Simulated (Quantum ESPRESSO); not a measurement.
# BN in Quantum ESPRESSO: the effect of functional

Crystal: BN.

```
N B
1.0
     0.00000    1.81300    1.81300
     1.81300    0.00000    1.81300
     1.81300    1.81300    0.00000
N B
1 1
Direct
  0.25000 0.25000 0.25000
  0.00000 0.00000 0.00000
```

The cell is a database's computed one.

Alike in all runs:

- Program: Quantum ESPRESSO 7.5
- Task: dielectric tensor
- Cutoff: 612 eV
- Density cutoff: 4898 eV
- k mesh: 10 × 10 × 10, shifted
- Occupations: fermi-dirac, width 0.05 eV
- Spin: no spin polarisation

One run gave: pressure 8.6 GPa; dielectric constant 4.51 mean. Which functional did it use?
A. AM05
B. PBE
C. BLYP
D. LDA
E. PBEsol

C.

```tsv
functional	potentials or basis	pressure (GPa)	dielectric constant (mean)
LDA	GBRV 1.5 LDA	-12.9	4.60
PBE	GBRV 1.5 PBE	-0.5	4.61
PBEsol	GBRV 1.5 PBEsol	-5.8	4.64
WC	GBRV 1.5 PBE	-5.3	4.65
BLYP	GBRV 1.5 PBE	8.6	4.51
AM05	GBRV 1.5 PBE	-6.3	4.66
```

Caveats: the cell is more than 3 GPa from zero pressure, which shifts response properties (some runs); the potentials were made for another functional, which shifts forces and pressure (some runs).
